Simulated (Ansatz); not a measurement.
NaF, CsCl type, relaxed with r2SCAN. Space group Pm-3m (No. 221), cubic; conventional cell a = 2.793 Å, 10.90 Å³ an atom. Around Na lie 8 F at 2.42 Å; around F lie 8 Na at 2.42 Å.

```yaml
crystal:
  lattice:
    - [2.79349, 0.00000, 0.00000]
    - [0.00000, 2.79349, 0.00000]
    - [0.00000, 0.00000, 2.79349]
  atoms:
    - { symbol: Na, position: [0.00000, 0.00000, 0.00000] }
    - { symbol: F, position: [0.50000, 0.50000, 0.50000] }
```

The questions ask for values computed with the PAW code Ansatz on this geometry. Simulation only: spin-unpolarised, and no claim that this is the phase found in nature.

Given (10×10×10 mesh): With PBE the valence top lies at M and the conduction bottom at Γ, 6.13 eV higher; the smallest vertical gap, at Γ, is 6.47 eV.

**Question.** How does the gap change from PBE to r2SCAN (10×10×10)?

**Answer.** r2SCAN gives an indirect gap of 7.06 eV, from M to Γ; the least direct gap is 7.40 eV at Γ. The gap differs by +0.93 eV from PBE's.

**Question.** Estimate the gap with HSE06 on 6×6×6.

**Answer.** The HSE06 gap is indirect, 8.33 eV (M to Γ), below the direct gap of 8.68 eV at Γ. The gap differs by +2.20 eV from PBE's.

**Question.** How does the gap change from PBE to r2SCAN0 (6×6×6)?

**Answer.** The r2SCAN0 gap is indirect, 9.70 eV (M to Γ), below the direct gap of 10.05 eV at Γ. The gap differs by +3.57 eV from PBE's.

**Question.** What does G0W0@PBE with 161 empty bands, a screening cutoff of 220 eV and a 6×6×6 mesh give?

**Answer.** 10.34 eV (the shift on the mesh added to PBE's least gap). Over the mesh points the PBE gap of 6.13 eV becomes a quasiparticle gap of 10.35 eV (M to Γ), a change of +4.22 eV. Renormalisation factors Z lie between 0.80 and 0.89. G0W0 here is at a finite number of bands, screening cutoff and k mesh, not at the basis limit.

**Question.** How strongly does the crystal screen a field with clamped ions (PBE)?

**Answer.** The clamped-ion dielectric constant comes out as 1.98 in all directions. Born charges, averaged over directions: Na +1.04, F -1.04 e.

**Question.** Going by these computed values, what does each step up buy?

**Answer.** r2SCAN covers 42 % of the step from PBE to HSE06, while HSE06 needs about 8 times r2SCAN's cost (on a coarser mesh). Among these functionals the gap stays indirect.

The meshes of the hybrids are coarse, so their gaps aren't converged to the digits shown.
